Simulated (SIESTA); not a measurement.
# PtSe2 (Sudovikovite): band structure with PBE

Crystal: PtSe2 (Sudovikovite).

```
Pt Se
1.0
     3.72400    0.00000    0.00000
    -1.86200    3.22508    0.00000
     0.00000    0.00000    5.06200
Pt Se
1 2
Direct
  0.00000 0.00000 0.00000
  0.66667 0.33333 0.75000
  0.33333 0.66667 0.25000
```

- Program: SIESTA 5.4.2
- Task: band structure
- Functional: PBE
- Potentials or basis: SG15 1.2 NC or PseudoDojo by element (PBE files)
- Basis: DZP (energy shift 0.002 Ry)
- Grid cutoff: 800 Ry
- Energy shift: 0.002 Ry
- k mesh: 8 × 8 × 5
- Occupations: fermi-dirac, width 0.05 eV
- Spin: no spin polarisation

```yaml
Pressure: 10.9 GPa
Largest_force: 1.138 eV/Å
Band_gap_on_the_k_mesh: none (metal or under the smearing width)
Hirshfeld_charges: Pt +0.68; Se -0.34 e
Voronoi_charges: Pt +0.66; Se -0.33 e
```

Forces in eV/Å, atoms in the order of the input:
```
Pt   0.000  0.000  0.000
Se   0.000  0.000 -1.138
Se   0.000  0.000  1.138
```

Stress tensor (GPa, compression positive):
```
11.63  0.00  0.00
 0.00 11.63  0.00
 0.00  0.00  9.57
```

Levels at the corners of the path, in eV from the Fermi level:
| point | band 11 | band 12 | band 13 | band 14 | band 15 | band 16 | band 17 | band 18 | band 19 | band 20 |
| --- | --- | --- | --- | --- | --- | --- | --- | --- | --- | --- |
| Γ | -4.19 | -2.66 | -1.08 | -1.08 | 0.43 | 1.37 | 1.37 | 4.28 | 5.26 | 7.74 |
| M | -3.74 | -3.69 | -3.61 | -3.58 | -3.06 | 0.60 | 2.28 | 4.94 | 6.43 | 7.77 |
| K | -4.89 | -3.93 | -2.76 | -1.96 | -1.96 | -0.05 | -0.05 | 4.26 | 8.32 | 9.25 |
| Γ | -4.19 | -2.66 | -1.08 | -1.08 | 0.43 | 1.37 | 1.37 | 4.28 | 5.26 | 7.74 |
| A | -4.22 | -2.95 | -1.75 | -1.51 | -1.51 | 2.22 | 2.22 | 5.25 | 6.66 | 6.96 |
| L | -3.70 | -3.68 | -3.36 | -2.93 | -1.41 | 0.91 | 1.45 | 4.75 | 5.71 | 7.68 |
| H | -4.66 | -4.25 | -3.82 | -2.65 | -2.65 | 1.95 | 1.95 | 6.84 | 8.04 | 8.04 |
| A | -4.22 | -2.95 | -1.75 | -1.51 | -1.51 | 2.22 | 2.22 | 5.25 | 6.66 | 6.96 |
| L | -3.70 | -3.68 | -3.36 | -2.93 | -1.41 | 0.91 | 1.45 | 4.75 | 5.71 | 7.68 |
| M | -3.74 | -3.69 | -3.61 | -3.58 | -3.06 | 0.60 | 2.28 | 4.94 | 6.43 | 7.77 |
| K | -4.89 | -3.93 | -2.76 | -1.96 | -1.96 | -0.05 | -0.05 | 4.26 | 8.32 | 9.25 |
| H | -4.66 | -4.25 | -3.82 | -2.65 | -2.65 | 1.95 | 1.95 | 6.84 | 8.04 | 8.04 |

Run time: 52 s on 1 thread of Arm Neoverse V1 (shared host), peak memory 0.32 GiB.

Caveat: semicore shells carry a single zeta, which can move pressures by several GPa and volumes by a few percent; spin-orbit coupling is left out, which moves the levels of the heavy elements; the basis of atomic orbitals isn't converged, which shifts pressures, moduli and gaps; forces of over 1 eV/Å show positions far from the minimum, so gaps and moduli don't describe the material at rest.
